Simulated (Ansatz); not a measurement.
Computed with Ansatz (plane waves, PAW, 500 eV cutoff): r²SCAN, scalar-relativistic, no spin polarisation, 8×8×8 k-mesh, Gaussian smearing of 0.05 eV; PAW files: Ansatz's generated set soft_2.

A compound XO has these computed properties.

```yaml
Space_group: Fm-3m (No. 225)
Conventional_cell: a = 4.795 Å, b = 4.795 Å, c = 4.795 Å, α = 90.00°, β = 90.00°, γ = 90.00°
Volume: 13.78 Å³/atom
Band_gap: 4.20 eV
Smallest_direct_gap: 4.57 eV
Bader_charges: X 1.52; O -1.52 e
Formation_energy_from_the_elements_0_K_uncorrected: -3.22 eV/atom
Bulk_modulus_Birch–Murnaghan: 117 GPa
Pressure_derivative_B0′: 4.4
Shear_modulus_Hill: 82 GPa
Young's_modulus: 199 GPa
Poisson's_ratio: 0.22
Elastically_stable: yes
```

Sites: X on 4b, O on 4a.

**Question.** Which element is X?
A. Ca
B. K
C. Ti
D. Sc

**Answer.** A. X is Ca, so the compound is CaO.

The compound is reported in the structure type of the start.

Kohn–Sham gaps of semilocal functionals lie under measured ones, often by a third or more.
